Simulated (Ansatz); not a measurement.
Crystal: Pd.

```
Pd
1.0
    -1.57228    1.57228    1.57228
     1.57228   -1.57228    1.57228
     1.57228    1.57228   -1.57228
Pd
1
Cartesian
  0.0000 0.0000 0.0000
```

This isn't the form of Pd at room conditions, which is fcc.

* Program: Ansatz 0.2.0
* Task: relaxation of cell and atoms
* Functional: PBEsol
* Dispersion: D3(BJ)
* Potentials or basis: Ansatz PAW
* Cutoff: 420 eV (not typed: the program's choice for these potentials)
* k mesh: 12 × 12 × 12
* Occupations: fermi-dirac, width 0.05 eV
* Spin: no spin polarisation

At the start: volume 15.55 Å³/atom.

**Question.** How do energy, volume and symmetry change on relaxing?

**Answer.** It ends after 8 steps and the volume is 14.17 Å³/atom (-8.9 %); space group Im-3m (No. 229, to 0.05 Å).

Step by step:
| step | energy change (eV) | largest force (eV/Å) | volume (Å³) |
| --- | --- | --- | --- |
| 1 | 0.0000 | 0.0000 | 15.55 |
| 2 | -0.0432 | 0.0000 | 13.38 |
| 3 | -0.0759 | 0.0000 | 14.34 |
| 4 | -0.0773 | 0.0000 | 14.17 |
| 5 | -0.0773 | 0.0000 | 14.17 |
| 6 | -0.0767 | 0.0000 | 14.17 |
| 7 | -0.0767 | 0.0000 | 14.17 |
| 8 | -0.0767 | 0.0000 | 14.17 |

Final structure:
```
Pd
1.0
    -1.52446    1.52446    1.52446
     1.52446   -1.52446    1.52446
     1.52446    1.52446   -1.52446
Pd
1
Direct
  0.00000 0.00000 0.00000
```

Caveat: the plane-wave basis is chosen anew once the cell has moved, so the energies of steps on either side of that aren't comparable; pairwise dispersion overbinds metals, which lowers pressure and volume; the PAW data sets come from PBE, with cores solved anew for the run's functional, which leaves a small shift of forces and pressure.
